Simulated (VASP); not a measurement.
LiCl:

```
Li Cl
1.0
     4.16187    0.00000    0.00000
    -2.08094    3.60429    0.00000
     0.00000    0.00000    5.23255
Li Cl
2 2
Direct
  0.33333 0.66667 0.25000
  0.66667 0.33333 0.75000
  0.66667 0.33333 0.25000
  0.33333 0.66667 0.75000
```

The cell was built by a generator and needn't be a form met in nature.

Base run:

| Property | Result |
| --- | --- |
| Program | VASP 6.6.1 |
| Functional | PBE |
| Potentials or basis | VASP PAW PBE potentials, release 64 (Li_sv, Cl) |
| Cutoff | 520 eV |
| k mesh | 6 × 6 × 4 |
| Occupations | gaussian, width 0.01 eV |
| Spin | no spin polarisation |

Its results: band gap on the k mesh 5.66 eV, direct.

Q: The run is repeated on the same cell with these changes: functional from PBE to HSE06; k mesh from 6 × 6 × 4 to 6 × 6 × 2. What comes out?

A: Band gap on the k mesh 6.95 eV, direct.

Several settings changed at once, so the effect can't be laid on one alone.

Caveats: some runs use coarse meshes.

